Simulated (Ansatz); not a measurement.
# CdSe: short molecular dynamics of a 16-atom cell, part 2 of 2

Aim: follow the atoms of CdSe (zincblende) in time, from their lattice sites. Runs: PBEsol, 30 steps of 1 fs at constant energy, with velocities drawn for 1700 K; PBE, 20 steps of 1.5 fs under a Nosé-Hoover thermostat at 600 K. The cell is a 2×2×2 supercell of the structure relaxed with r2SCAN.

Ansatz 0.2.0, plane waves. The steps go on from the part before.

## Step 8: Snapshots as a file

Extended XYZ, with forces in eV/Å:

```xyz
16
Lattice="0.000 6.136 6.136 6.136 0.000 6.136 6.136 6.136 0.000" Properties=species:S:1:pos:R:3:forces:R:3 pbc="T T T" time_fs=4.5 T=591 dE=0.0170
Cd   -0.008    0.005   -0.002   -0.024   -0.031    0.047
Se    1.540    1.531    1.525   -0.073   -0.004    0.083
Cd    3.055    3.061   -0.011    0.103    0.005    0.052
Se    4.593    4.598    1.542    0.040   -0.026   -0.066
Cd    3.074    0.007    3.082   -0.059   -0.010   -0.104
Se    4.602    1.531    4.585   -0.004    0.086    0.150
Cd    6.143    3.057    3.065   -0.050    0.122    0.025
Se    7.687    4.596    4.594   -0.141    0.050    0.035
Cd    0.015    3.088    3.071   -0.079   -0.141   -0.051
Se    1.520    4.592    4.613    0.142    0.082    0.024
Cd    3.063    6.130    3.059   -0.013    0.001    0.096
Se    4.607    7.661    4.609   -0.043    0.083   -0.149
Cd    3.079    3.069    6.151   -0.037   -0.042   -0.071
Se    4.591    4.602    7.676    0.124    0.043   -0.029
Cd    6.127    6.139    6.116    0.096   -0.066    0.120
Se    7.667    7.682    7.685    0.018   -0.150   -0.162
16
Lattice="0.000 6.136 6.136 6.136 0.000 6.136 6.136 6.136 0.000" Properties=species:S:1:pos:R:3:forces:R:3 pbc="T T T" time_fs=10.5 T=553 dE=0.0909
Cd   -0.019    0.012   -0.004   -0.053   -0.069    0.106
Se    1.548    1.528    1.513   -0.165   -0.013    0.190
Cd    3.038    3.052   -0.025    0.237    0.003    0.120
Se    4.581    4.593    1.552    0.096   -0.061   -0.151
Cd    3.082    0.015    3.101   -0.144   -0.034   -0.248
Se    4.603    1.527    4.564    0.006    0.206    0.352
Cd    6.152    3.043    3.061   -0.130    0.293    0.071
Se    7.710    4.589    4.584   -0.327    0.116    0.073
Cd    0.036    3.115    3.075   -0.191   -0.325   -0.143
Se    1.501    4.579    4.627    0.331    0.195    0.076
Cd    3.056    6.122    3.047   -0.031    0.008    0.217
Se    4.613    7.649    4.619   -0.123    0.204   -0.345
Cd    3.094    3.071    6.171   -0.092   -0.100   -0.167
Se    4.577    4.603    7.685    0.286    0.099   -0.056
Cd    6.116    6.144    6.090    0.228   -0.174    0.282
Se    7.664    7.698    7.706    0.072   -0.347   -0.376
16
Lattice="0.000 6.136 6.136 6.136 0.000 6.136 6.136 6.136 0.000" Properties=species:S:1:pos:R:3:forces:R:3 pbc="T T T" time_fs=15.0 T=508 dE=0.1799
Cd   -0.028    0.018   -0.005   -0.070   -0.096    0.146
Se    1.554    1.525    1.505   -0.229   -0.020    0.265
Cd    3.026    3.046   -0.035    0.334   -0.003    0.168
Se    4.572    4.590    1.559    0.137   -0.086   -0.211
Cd    3.088    0.022    3.114   -0.211   -0.060   -0.357
Se    4.604    1.525    4.549    0.023    0.296    0.502
Cd    6.159    3.033    3.059   -0.198    0.425    0.113
Se    7.727    4.584    4.576   -0.460    0.163    0.094
Cd    0.050    3.135    3.078   -0.277   -0.457   -0.225
Se    1.489    4.570    4.639    0.468    0.281    0.128
Cd    3.050    6.116    3.038   -0.044    0.017    0.300
Se    4.617    7.641    4.625   -0.194    0.300   -0.486
Cd    3.104    3.072    6.186   -0.137   -0.145   -0.236
Se    4.567    4.604    7.692    0.401    0.139   -0.069
Cd    6.108    6.148    6.072    0.329   -0.265    0.402
Se    7.661    7.710    7.721    0.129   -0.489   -0.532
16
Lattice="0.000 6.136 6.136 6.136 0.000 6.136 6.136 6.136 0.000" Properties=species:S:1:pos:R:3:forces:R:3 pbc="T T T" time_fs=19.5 T=451 dE=0.2902
Cd   -0.036    0.023   -0.006   -0.084   -0.121    0.183
Se    1.559    1.522    1.497   -0.287   -0.027    0.333
Cd    3.014    3.039   -0.046    0.425   -0.012    0.214
Se    4.563    4.586    1.566    0.177   -0.110   -0.267
Cd    3.093    0.028    3.127   -0.279   -0.090   -0.464
Se    4.605    1.523    4.535    0.047    0.384    0.645
Cd    6.165    3.023    3.056   -0.269    0.554    0.159
Se    7.742    4.579    4.569   -0.584    0.207    0.111
Cd    0.065    3.153    3.080   -0.362   -0.580   -0.314
Se    1.477    4.562    4.650    0.597    0.364    0.185
Cd    3.045    6.110    3.030   -0.056    0.027    0.376
Se    4.621    7.634    4.630   -0.272    0.396   -0.619
Cd    3.115    3.073    6.200   -0.183   -0.188   -0.302
Se    4.558    4.605    7.698    0.507    0.177   -0.076
Cd    6.101    6.151    6.054    0.428   -0.359    0.517
Se    7.659    7.720    7.734    0.196   -0.624   -0.681
16
Lattice="0.000 6.136 6.136 6.136 0.000 6.136 6.136 6.136 0.000" Properties=species:S:1:pos:R:3:forces:R:3 pbc="T T T" time_fs=25.5 T=368 dE=0.4540
Cd   -0.048    0.029   -0.007   -0.098   -0.152    0.226
Se    1.565    1.518    1.488   -0.353   -0.034    0.413
Cd    3.000    3.030   -0.059    0.533   -0.028    0.270
Se    4.553    4.580    1.574    0.225   -0.137   -0.333
Cd    3.099    0.036    3.143   -0.365   -0.132   -0.597
Se    4.606    1.523    4.519    0.083    0.490    0.817
Cd    6.173    3.012    3.054   -0.360    0.714    0.218
Se    7.760    4.574    4.560   -0.729    0.260    0.127
Cd    0.083    3.177    3.082   -0.465   -0.725   -0.431
Se    1.464    4.552    4.666    0.746    0.463    0.261
Cd    3.038    6.102    3.021   -0.070    0.042    0.465
Se    4.625    7.626    4.634   -0.373    0.516   -0.775
Cd    3.129    3.074    6.219   -0.243   -0.240   -0.380
Se    4.549    4.608    7.706    0.633    0.225   -0.080
Cd    6.092    6.153    6.031    0.548   -0.480    0.656
Se    7.658    7.730    7.748    0.286   -0.782   -0.858
16
Lattice="0.000 6.136 6.136 6.136 0.000 6.136 6.136 6.136 0.000" Properties=species:S:1:pos:R:3:forces:R:3 pbc="T T T" time_fs=30.0 T=307 dE=0.5746
Cd   -0.057    0.033   -0.008   -0.103   -0.174    0.255
Se    1.568    1.515    1.483   -0.393   -0.036    0.463
Cd    2.990    3.024   -0.068    0.601   -0.040    0.307
Se    4.546    4.575    1.579    0.255   -0.154   -0.375
Cd    3.104    0.042    3.154   -0.421   -0.162   -0.684
Se    4.607    1.524    4.509    0.108    0.557    0.927
Cd    6.178    3.006    3.052   -0.418    0.817    0.252
Se    7.772    4.570    4.553   -0.820    0.292    0.136
Cd    0.095    3.193    3.083   -0.528   -0.813   -0.507
Se    1.456    4.546    4.679    0.836    0.524    0.309
Cd    3.032    6.096    3.014   -0.077    0.050    0.522
Se    4.627    7.621    4.635   -0.438    0.592   -0.870
Cd    3.138    3.074    6.232   -0.282   -0.273   -0.429
Se    4.543    4.610    7.712    0.713    0.257   -0.081
Cd    6.087    6.155    6.016    0.624   -0.557    0.744
Se    7.657    7.736    7.757    0.344   -0.879   -0.968
```

## Step 9: What came out

What follows sums up all 2 parts.

```
                                     quantity                                    value
                                run 1: length                         30 steps of 1 fs
      run 1: temperature, first and last step                           1700 and 988 K
              run 1: temperature, second half          mean 1239 K, from 988 to 1478 K
         run 1: potential energy, second half  +56 meV/atom from this run's first step
    run 1: largest change of the total energy                            0.02 meV/atom
 run 1: mean square displacement, second half                    Se 0.024, Cd 0.016 Å²
                                run 2: length                       20 steps of 1.5 fs
      run 2: temperature, first and last step                            600 and 307 K
              run 2: temperature, second half            mean 409 K, from 307 to 508 K
         run 2: potential energy, second half  +23 meV/atom from this run's first step
run 2: largest change of the conserved energy                            0.02 meV/atom
 run 2: mean square displacement, second half                    Cd 0.007, Se 0.006 Å²
```

In words: Run 1: The temperature starts at 1700 K and averages 1239 K in the second half, where it still falls, from 1478 to 988 K. The total energy strays from its start by at most 0.02 meV/atom, under 0.1 % of the mean kinetic energy, so a step of 1 fs is short enough over this time. No atom gets farther than 0.31 Å from its start, with the drift of the whole removed, against a typical distance of 2.7 Å between sites at the start. Run 2: Against a set 600 K the second half averages 409 K, going from 508 to 307 K over that half; 23 meV/atom has gone into potential energy, and a thermostat that acts over some 100 fs has not made it up in 30 fs. The conserved energy strays from its start by at most 0.02 meV/atom, under 0.1 % of the mean kinetic energy, so a step of 1.5 fs is short enough over this time. The farthest move is 0.16 Å, against a mean nearest distance of 2.7 Å at the start: no atom has changed site so far. 30 fs on 16 atoms is far too short and small for converged averages.
